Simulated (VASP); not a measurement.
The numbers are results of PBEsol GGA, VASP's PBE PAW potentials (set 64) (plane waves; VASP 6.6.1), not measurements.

A VASP calculation is set up with these files.

File POSCAR:
```
Li3N
7.695150
  0.2346991781  -0.4065109357   0.0000000000
  0.2346991781   0.4065109357   0.0000000000
  0.0000000000   0.0000000000   0.4999999692
Li N
3 1
Cartesian
  0.2346991781   0.1355039162   0.0000000000
  0.2346991781  -0.1355039162   0.0000000000
  0.0000000000   0.0000000000   0.2499999846
  0.0000000000   0.0000000000   0.0000000000
```

**KPOINTS**
```
Automatic mesh
0
gamma
 6 6 6
```

INCAR:
```
# general
SYSTEM=Li3N
PREC  =Accurate
ENCUT =600   # plane-wave cut-off (eV)
LREAL =.False.   # projection in real space or not
LASPH =.True.

# electronic loop
EDIFF =1E-7
NELM  =100   # most electronic steps
ALGO  =Normal

# smearing
ISMEAR=0
SIGMA =0.05

# functional
GGA   =PS   # PBEsol

# ions
ISIF  =2   # forces and stress, cell fixed

# output
LWAVE =.False.
LCHARG=.False.
```

POTCAR, in this order: Li_sv N (PBE.64 set). Program: vasp_std.

The run wrote:

File OSZICAR:
```
       N       E                     dE             d eps       ncg     rms          rms(c)
DAV:   1     0.616762393118E+02    0.61676E+02   -0.72364E+03   616   0.147E+03
DAV:   2    -0.107725535366E+02   -0.72449E+02   -0.67499E+02   833   0.278E+02
DAV:   3    -0.191227989496E+02   -0.83502E+01   -0.83006E+01   901   0.841E+01
DAV:   4    -0.200798204745E+02   -0.95702E+00   -0.95587E+00  1017   0.223E+01
DAV:   5    -0.200927493683E+02   -0.12929E-01   -0.12928E-01   809   0.341E+00    0.946E+00
DAV:   6    -0.163933342241E+02    0.36994E+01   -0.23189E+01   754   0.235E+01    0.441E+00
DAV:   7    -0.162262635240E+02    0.16707E+00   -0.14395E+00   860   0.734E+00    0.224E+00
DAV:   8    -0.161366452329E+02    0.89618E-01   -0.37962E-01   716   0.510E+00    0.103E+00
DAV:   9    -0.161278851735E+02    0.87601E-02   -0.44665E-02   803   0.142E+00    0.323E-01
DAV:  10    -0.161285411123E+02   -0.65594E-03   -0.31984E-03   808   0.397E-01    0.666E-02
DAV:  11    -0.161284131602E+02    0.12795E-03   -0.10631E-03   820   0.171E-01    0.279E-02
DAV:  12    -0.161284196075E+02   -0.64473E-05   -0.10918E-04   793   0.670E-02    0.106E-02
DAV:  13    -0.161284145803E+02    0.50272E-05   -0.26400E-05   806   0.292E-02    0.170E-03
DAV:  14    -0.161284146365E+02   -0.56166E-07   -0.97804E-07   833   0.921E-03
   1 F= -.16128415E+02 E0= -.16128415E+02  d E =-.655433E-14
```

OUTCAR:
```
------------------------ aborting loop because EDIFF is reached ----------------------------------------
  FORCE on cell =-STRESS in cart. coord.  units (eV):
  Direction    XX          YY          ZZ          XY          YZ          ZX
  --------------------------------------------------------------------------------------
  Total       -0.0727082     -0.0727082     -0.0304747      0.0000000     -0.0000000      0.0000000
  in kB       -2.6795321     -2.6795326     -1.1230901      0.0000000     -0.0000000      0.0000000
  external PRESSURE =      -2.1607183 kB  Pullay stress =       0.0000000 kB
  volume of cell :       43.47
      direct lattice vectors                 reciprocal lattice vectors
     1.806045380 -3.128162627  0.000000000     0.276847972 -0.159838237  0.000000000
     1.806045380  3.128162627  0.000000000     0.276847972  0.159838237  0.000000000
     0.000000000  0.000000000  3.847574763     0.000000000  0.000000000  0.259903981
 POSITION                                       TOTAL-FORCE (eV/Angst)
 -----------------------------------------------------------------------------------
      1.80605      1.04272      0.00000        -0.000000      0.000000      0.000000
      1.80605     -1.04272      0.00000         0.000000     -0.000000      0.000000
      0.00000      0.00000      1.92379         0.000000     -0.000000      0.000000
      0.00000      0.00000      0.00000         0.000000     -0.000000      0.000000
 -----------------------------------------------------------------------------------
    total drift:                                0.000000      0.000000      0.000000
  FREE ENERGIE OF THE ION-ELECTRON SYSTEM (eV)
  ---------------------------------------------------
  free  energy   TOTEN  =       -16.1284146365 eV

  energy  without entropy=      -16.1284146365  energy(sigma->0) =      -16.12841464
```
(Selected blocks of OUTCAR.)

The compound is Li3N in the alpha structure. It was relaxed first.
